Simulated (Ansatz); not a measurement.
**MgB2 under changes of volume**

One of the cells (8.943 Å³/atom); the others are scaled copies at fixed shape and fractional positions:

```
CELL_PARAMETERS angstrom
0.00000 2.99364 2.99364
2.99364 0.00000 2.99364
2.99364 2.99364 0.00000
ATOMIC_POSITIONS crystal
Mg 0.00000 0.00000 0.00000
Mg 0.25000 0.25000 0.25000
B 0.62500 0.12500 0.62500
B 0.62500 0.62500 0.12500
B 0.12500 0.62500 0.62500
B 0.62500 0.62500 0.62500
```

The cell was built by a generator and needn't be a form met in nature.

| Item | Value |
| --- | --- |
| Program | Ansatz 0.2.0 |
| Functional | PBE |
| Potentials or basis | Ansatz PAW |
| Cutoff | 420 eV (not typed: the program's choice for these potentials) |
| k mesh | 8 × 8 × 8 |
| Occupations | fermi-dirac, width 0.05 eV |
| Spin | no spin polarisation |

```csv
volume (Å³/atom),energy over the lowest point (meV/atom),pressure (GPa)
8.406,?,?
8.585,7.46,6.6
8.764,1.96,3.3
8.943,0.00,0.2
9.122,1.25,-2.5
9.301,5.44,-5.0
9.479,12.26,-7.3
```

Task: What does the run at 8.406 Å³/atom give?

Result: Energy over the lowest point 16.85 meV/atom; pressure 10.3 GPa.

Worked out: A Birch-Murnaghan fit of order 3 (a polynomial in V^(-2/3)) to the other rows has its minimum at 8.96 Å³/atom with B0 = V·E''(V) = 143 GPa and B' = 3.6. It gives 16.84 meV/atom at 8.406 Å³/atom, against the run's 16.85, and -dE/dV = 10.2 GPa, against 10.3.

Energies are extrapolated to zero smearing.
